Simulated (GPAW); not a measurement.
# Ga (I4/mmm) in GPAW: further runs, part 2 of 2

GPAW 26.7.0.

**3. Single point, r2SCAN (cell strained at random at fixed volume)**

run.py

```python
from ase.io import read
from gpaw import PW
from gpaw.dft import DFT

atoms = read('Ga.xyz')

dft = DFT(atoms,
          mode=PW(600),
          xc='MGGA_X_R2SCAN+MGGA_C_R2SCAN',
          kpts={'size': (6, 6, 7), 'gamma': True},
          occupations={'name': 'methfessel-paxton', 'width': 0.05},
          nbands=7,
          convergence={'density': 1e-05, 'energy': 1e-05},
          maxiter=60,
          txt='gpaw.txt')
print(f'Energy: {dft.calculate_energy():.6f} eV')
print('Forces (eV/A):')
print(dft.calculate_forces().round(4))
print('Stress (eV/A^3):', dft.calculate_stress().round(6))
dft.write_gpw_file('gs.gpw')
```

Ga.xyz

```xyz
1
Lattice="-1.3747240000 1.3551740000 2.2545600000 1.4166880000 -1.4159990000 2.3161300000 1.3782410000 1.4195160000 -2.2909940000" Properties=species:S:1:pos:R:3 pbc="T T T"
Ga     0.0194021723     -0.0112367449     -0.0033148428
```

Potentials or basis: GPAW PAW data sets (gpaw-data 1.2.1), pw.

Command:

```console
$ OMP_NUM_THREADS=1 python run.py
```

gpaw.txt:

```text
Diagonalizing LCAO Hamiltonian
Converting LCAO to pw mode

       Ga

Atoms  # Å, Bohr magnetons
|   | symbol |        x |         y |         z |    initial magnetic moments |
|---|--------|----------|-----------|-----------|-----------------------------|
| 0 |     Ga | 0.019402 | -0.011237 | -0.003315 | ( 0.0000,  0.0000,  0.0000) |

Unit cell  # Å
| periodic |         x |         y |         z |  lengths |     angles |
|----------|-----------|-----------|-----------|----------|------------|
|      yes | -1.374724 |  1.355174 |  2.254560 | 2.968064 | 125.356248 |
|      yes |  1.416688 | -1.415999 |  2.316130 | 3.062110 | 124.866622 |
|      yes |  1.378241 |  1.419516 | -2.290994 | 3.027082 |  81.423485 |

Number of symmetries: 1
Symmetry operations  # r_c * U_cc + t_c -> r_c
|   | kind |            matrix            |
|---|------|------------------------------|
| 0 |  E   |  1, 0, 0,  0, 1, 0,  0, 0, 1 |

BZ-sampling:
  Number of BZ points: 252
  Number of IBZ points: 128

  Monkhorst-Pack size: [6, 6, 7]
  Monkhorst-Pack shift: [0.08333333333333333, 0.08333333333333333, 0.0]

K-points  # in reciprocal-cell coordinates
|     |                                coordinates |     weight |
|-----|--------------------------------------------|------------|
|   0 | (  0.00000000,   0.00000000,   0.00000000) | 0.00396825 |
|   1 | (  0.00000000,   0.00000000,   0.14285714) | 0.00793651 |
|   2 | (  0.00000000,   0.00000000,   0.28571429) | 0.00793651 |
|   3 | (  0.00000000,   0.00000000,   0.42857143) | 0.00793651 |
|   4 | (  0.00000000,   0.16666667,  -0.42857143) | 0.00793651 |
|   5 | (  0.00000000,   0.16666667,  -0.28571429) | 0.00793651 |
|   6 | (  0.00000000,   0.16666667,  -0.14285714) | 0.00793651 |
|   7 | (  0.00000000,   0.16666667,   0.00000000) | 0.00793651 |
|   8 | (  0.00000000,   0.16666667,   0.14285714) | 0.00793651 |
|   9 | (  0.00000000,   0.16666667,   0.28571429) | 0.00793651 |
| ... |                                            |            |
| 127 | (  0.50000000,   0.50000000,   0.42857143) | 0.00793651 |

Plane wave coefficients: 606
Cutoff: 600.0 eV

Spin-components: 1 (collinear spins)
Bands:           7
Projectors:      5
Spin-degeneracy: 2
Datatype:        complex128

Density:
  Valence electrons: 3.0
  Components: 1
  Grid points: [18 18 18]
  Charge: 0.0  # |e|

Potential:
  Grid points: [18 18 18]

species:
  Ga:
    name:    Gallium
    Z:       31.0
    valence: 3
    core:    28
    charge:  0.0  # [|e|]
    compensation charges:
      type: gauss
      rc: 0.37  # [Å]
      lmax: 2
    cutoffs:
      filter: 2.06  # [Å]
      core: 4.17  # [Å]
    projectors
    | kind |    occ | energy [eV] | rcut [Å] |
    |------|--------|-------------|----------|
    |   4s |  2.000 |      -8.945 |    1.164 |
    |   4p |  1.000 |      -2.580 |    1.164 |
    |    s |        |      18.266 |    1.164 |
    |    p |        |      24.631 |    1.164 |
    |    d |        |       0.000 |    1.164 |

    Using partial waves for Ga as LCAO basis

Reference energy: -52884.671529  # eV

eigensolver:
  PPCG
  Converge bands: occupied
  niter=2

density mixing:
  MSR1-Mixer
  Pratt-step length: 0.05
  Maximum mixing coefficient: 0.75
  Old densities: 10
  SVD Regularization: 0.005
  Good broyden scale: 1.0
  Trust region scale: 1.0
  Backstep threshold: 4.0
  History deletion threshold: 6.0
  Fourier metric: weight=20.0, sigma=0.015

occupation numbers:
  Methfessel-Paxton:
    width: 0.0500  # eV
    order: 0

poisson solver:
  ecut: 4800.0  # eV

xc functional:
  name: MGGA_X_R2SCAN+MGGA_C_R2SCAN with 2 nearest neighbor stencil

convergence criteria:
- Maximum integral of absolute [dens]ity change: 1e-05 electrons / valence electron
- Maximum [total energy] change in last 3 cyles: 1e-05 eV / valence electron
- Maximum integral of absolute [eigenst]ate change: 4e-08 eV^2 / valence electron
maximum number of iterations: 60

SCF iterations
|iter     | |      energy | eigst |  dens |
|---------|-|-------------|-------|-------|
|iter:   1| |  -10.165490 | -0.82 |       |
|iter:   2| |  -10.083004 | -2.83 | -1.16 |
|iter:   3| | -267.292002 | +2.04 | -1.13 |
|iter:   4| |   -9.892278 | +0.98 | +0.86 |
|iter:   5| |  -10.108699 | -1.34 | -1.31 |
|iter:   6| |  -10.118504 | -3.34 | -1.14 |
|iter:   7| |  -10.118888 | -4.41 | -1.76 |
|iter:   8| |  -10.119202 | -4.17 | -1.92 |
|iter:   9| |  -10.119240 | -5.63 | -2.38 |
|iter:  10| |  -10.119259 | -5.53 | -2.59 |
|iter:  11| |  -10.119263c| -6.24 | -3.00 |
|iter:  12| |  -10.119263c| -7.43c| -3.64 |
|iter:  13| |  -10.119263c| -7.70c| -4.34 |
|iter:  14| |  -10.119263c| -8.69c| -5.17c|
SCF steps: 14
Energy contributions relative to reference atoms: (reference = -52884.671529)

Energy contributions:
  Kinetic:           9.993090
  Coulomb:          -7.900716
  Zero:             -0.007779
  External:          0.000000
  Xc:              -12.203723
  Entropy:          -0.000269
  Spinorbit:         0.000000
  ----------------------------
  Free energy:     -10.119397
  Extrapolated:    -10.119263

Forces  # eV/Ang
|        x |        y |       z |
|----------|----------|---------|
| -0.00000 | -0.00000 | 0.00000 |  # Ga   0

Stress tensor  # eV/Ang^3
|        x |         y |         z |
|----------|-----------|-----------|
| 0.006844 |  0.009086 |  0.003280 |
| 0.009086 |  0.005644 | -0.003401 |
| 0.003280 | -0.003401 | -0.029155 |

Writing to gs.gpw (mode='')

  __  _  _
 | _ |_)|_||  |
 |__||  | ||/\| - 26.7.0

Input parameters:
  mode=PW(ecut=600.0),
  convergence={'density': 1e-05, 'energy': 1e-05},
  kpts=MonkhorstPack(size=(6, 6, 7), gamma=True),
  maxiter=60,
  nbands=7,
  occupations=Occupations(name='methfessel-paxton', width=0.05),
  xc=XC(name='MGGA_X_R2SCAN+MGGA_C_R2SCAN')
# Writing to gs.gpw (mode='')
```

Wall time 45 s (1 thread of Arm Neoverse V2, shared host); peak memory 0.18 GiB.

What came out:

```
Free energy            : -10.1194 eV
Pressure               : 0.9 GPa
Band gap on the k mesh : none (metal or under the smearing width)
```

Stress tensor (GPa, compression positive):
```
-1.10 -1.46 -0.53
-1.46 -0.90  0.54
-0.53  0.54  4.67
```

Levels at points of the mesh, in eV from the Fermi level:
```
           k point  band 1  band 2  band 3  band 4
(0.00, 0.00, 0.00)  -12.32   13.11   13.50   13.97
(0.00, 0.50, 0.00)   -5.63   -4.76    8.84   12.31
(0.50, 0.00, 0.00)   -5.09   -4.57    8.08   11.68
(0.50, 0.50, 0.00)   -2.46   -1.10    3.87    5.24
```

Caveat: the k mesh is coarse (spacing up to 0.46 Å⁻¹), so the values aren't converged; the PAW data sets were made with another functional, which shifts forces and pressure a little.

**4. Single point, PBE (cell strained at random at fixed volume)**

run.py

```python
from ase.io import read
from gpaw.dft import DFT

atoms = read('Ga.xyz')

dft = DFT(atoms,
          mode='fd',
          h=0.15,
          xc='PBE',
          kpts={'size': (9, 9, 11), 'gamma': True},
          occupations={'name': 'fermi-dirac', 'width': 0.05},
          nbands=7,
          convergence={'density': 1e-05, 'energy': 1e-05},
          maxiter=150,
          txt='gpaw.txt')
print(f'Energy: {dft.calculate_energy():.6f} eV')
print('Forces (eV/A):')
print(dft.calculate_forces().round(4))
dft.write_gpw_file('gs.gpw')
```

Ga.xyz

```xyz
1
Lattice="-1.3779660000 1.3435750000 2.2661730000 1.4059100000 -1.4272010000 2.3330020000 1.3769490000 1.4261830000 -2.3162640000" Properties=species:S:1:pos:R:3 pbc="T T T"
Ga     0.0892346780     -0.0752405944      0.1219418756
```

Potentials or basis: GPAW PAW data sets (gpaw-data 1.2.1), fd.

Command:

```console
$ OMP_NUM_THREADS=1 python run.py
```

It took 71 s on 1 thread of Arm Neoverse V2, shared host; peak memory 0.6 GiB.

It converged, with:

```yaml
Free_energy: -2.8782 eV
Band_gap_on_the_k_mesh: none (metal or under the smearing width)
```

Levels at points of the mesh, in eV from the Fermi level:
```
           k point  band 1  band 2  band 3  band 4
(0.00, 0.00, 0.00)  -11.51   12.51   12.98   13.40
```

Caveat: the real-space grid adds noise to forces.

**5. Single point, AM05 (volume scaled by 1.25)**

run.py

```python
from ase.io import read
from gpaw import PW, setup_paths
from gpaw.dft import DFT

setup_paths.insert(0, '.')

atoms = read('Ga.cif')

dft = DFT(atoms,
          mode=PW(600),
          xc='AM05',
          kpts={'size': (9, 9, 6), 'gamma': True},
          occupations={'name': 'fermi-dirac', 'width': 0.05},
          nbands=10,
          convergence={'density': 1e-05, 'energy': 1e-05},
          maxiter=150,
          txt='gpaw.txt')
print(f'Energy: {dft.calculate_energy():.6f} eV')
print('Forces (eV/A):')
print(dft.calculate_forces().round(4))
print('Stress (eV/A^3):', dft.calculate_stress().round(6))
dft.write_gpw_file('gs.gpw')
```

Ga.cif

```cif
data_Ga
_cell_length_a 2.98259663
_cell_length_b 2.98259663
_cell_length_c 4.97938081
_cell_angle_alpha 90.00000000
_cell_angle_beta 90.00000000
_cell_angle_gamma 90.00000000
_space_group_name_H-M_alt 'I4/mmm'
_space_group_name_Hall '-I 4 2'
_space_group_IT_number 139
loop_
_space_group_symop_operation_xyz
'x,y,z'
'-x,-y,-z'
'-y,x,z'
'y,-x,-z'
'-x,-y,z'
'x,y,-z'
'y,-x,z'
'-y,x,-z'
'x,-y,-z'
'-x,y,z'
'-y,-x,-z'
'y,x,z'
'-x,y,-z'
'x,-y,z'
'y,x,-z'
'-y,-x,z'
'x+1/2,y+1/2,z+1/2'
'-x+1/2,-y+1/2,-z+1/2'
'-y+1/2,x+1/2,z+1/2'
'y+1/2,-x+1/2,-z+1/2'
'-x+1/2,-y+1/2,z+1/2'
'x+1/2,y+1/2,-z+1/2'
'y+1/2,-x+1/2,z+1/2'
'-y+1/2,x+1/2,-z+1/2'
'x+1/2,-y+1/2,-z+1/2'
'-x+1/2,y+1/2,z+1/2'
'-y+1/2,-x+1/2,-z+1/2'
'y+1/2,x+1/2,z+1/2'
'-x+1/2,y+1/2,-z+1/2'
'x+1/2,-y+1/2,z+1/2'
'y+1/2,x+1/2,-z+1/2'
'-y+1/2,-x+1/2,z+1/2'
loop_
_atom_site_label
_atom_site_type_symbol
_atom_site_symmetry_multiplicity
_atom_site_Wyckoff_symbol
_atom_site_fract_x
_atom_site_fract_y
_atom_site_fract_z
_atom_site_occupancy
Ga1 Ga 2 a 0.0000000000 0.0000000000 0.0000000000 1
```

Potentials or basis: PAW data sets generated in the run's folder for this functional, pw.

Command:

```console
$ gpaw-setup -f AM05 Ga
$ OMP_NUM_THREADS=1 python run.py
```

Run time: 12 s. Hardware: 1 thread of Arm Neoverse V2, shared host; peak memory 0.16 GiB.

The run converged. Its results:

| Quantity | Value |
| --- | --- |
| Free energy | -5.9543 eV |
| Pressure | -8.3 GPa |
| Band gap on the k mesh | none (metal or under the smearing width) |

Stress tensor (GPa, compression positive):
```
-8.71  0.00  0.00
 0.00 -8.71  0.00
 0.00  0.00 -7.48
```

Levels at points of the mesh, in eV from the Fermi level:
| k point | band 1 | band 2 | band 3 | band 4 | band 5 | band 6 |
| --- | --- | --- | --- | --- | --- | --- |
| (0.00, 0.00, 0.00) | -9.87 | -4.45 | -2.96 | 6.23 | 6.23 | 9.14 |
| (0.00, 0.00, 0.50) | -8.36 | -8.36 | 3.77 | 3.77 | 7.76 | 7.76 |

**6. Summary**

```tsv
level	potentials or basis	cell	k mesh	cutoff (eV)	smearing	maxiter	grid spacing	other keys	mesh quality	gap on the mesh (eV)	pressure (GPa)
r2SCAN	GPAW PAW data sets (gpaw-data 1.2.1), pw	cell strained at random at fixed volume	6 × 6 × 7	600	gaussian 0.05 eV	60	-	several, not listed	coarse	none	0.9
PBE	GPAW PAW data sets (gpaw-data 1.2.1), fd	cell strained at random at fixed volume	9 × 9 × 11	-	fermi-dirac 0.05 eV	150	0.15 Å	-	not flagged	none	-
AM05	PAW data sets generated in the run's folder for this functional, pw	volume scaled by 1.25	9 × 9 × 6	600	fermi-dirac 0.05 eV	150	-	-	not flagged	none	-8.3
```

Alike in all rows: task single point; no spin polarisation.

Caveats: some runs use coarse meshes; the PAW data sets were made with another functional, which shifts forces and pressure a little (some runs); the real-space grid adds noise to forces (some runs).

Total energies depend on the potentials used, so only differences within one code and one set of settings carry meaning.
